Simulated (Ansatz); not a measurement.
Ge:

```xyz
1
Lattice="-1.6084 1.6084 1.8732 1.6084 -1.6084 1.8732 1.6084 1.6084 -1.8732" Properties=species:S:1:pos:R:3 pbc="T T T"
Ge    0.0000    0.0000    1.8732
```

The cell was built by a generator and needn't be a form met in nature.

```yaml
Program: Ansatz 0.2.0
Task: relaxation of cell and atoms
Functional: BLYP
Dispersion: D3(BJ)
Potentials_or_basis: Ansatz PAW
Cutoff: "420 eV (not typed: the program's choice for these potentials)"
k_mesh: 12 × 12 × 12
Occupations: fermi-dirac, width 0.05 eV
Spin: no spin polarisation
```

At the start: volume 19.38 Å³/atom.

How do energy, volume and symmetry change on relaxing?

It ends after 16 steps and the volume is 23.60 Å³/atom (+21.8 %); space group I4/mmm (No. 139, to 0.05 Å).

Step by step:
| step | energy change (eV) | largest force (eV/Å) | volume (Å³) |
| --- | --- | --- | --- |
| 1 | 0.0000 | 0.0000 | 19.38 |
| 2 | -0.0010 | 0.0000 | 19.67 |
| 3 | -0.0011 | 0.0000 | 19.77 |
| 4 | -0.0046 | 0.0000 | 20.23 |
| 5 | -0.2061 | 0.0000 | 22.98 |
| 6 | -0.2145 | 0.0000 | 24.41 |
| 7 | -0.2382 | 0.0000 | 23.90 |
| 8 | -0.2432 | 0.0000 | 23.68 |
| 9 | -0.2436 | 0.0000 | 23.59 |
| 10 | -0.2437 | 0.0000 | 23.60 |
| 11 | -0.2437 | 0.0000 | 23.61 |
| 12 | -0.2464 | 0.0000 | 23.61 |
| 13 | -0.2466 | 0.0000 | 23.61 |
| 14 | -0.2466 | 0.0000 | 23.61 |
| 15 | -0.2466 | 0.0000 | 23.60 |
| 16 | -0.2466 | 0.0000 | 23.60 |

Final structure:
```xyz
1
Lattice="-1.6844 1.6844 2.0797 1.6844 -1.6844 2.0797 1.6844 1.6844 -2.0797" Properties=species:S:1:pos:R:3 pbc="T T T"
Ge    0.0000    0.0000    2.0797
```

Caveat: the volume moved by over 15 % at a fixed basis, so the end points are rough; the plane-wave basis is chosen anew once the cell has moved, so the energies of steps on either side of that aren't comparable; pairwise dispersion overbinds metals, which lowers pressure and volume; the PAW data sets come from PBE, with cores solved anew for the run's functional, which leaves a small shift of forces and pressure.
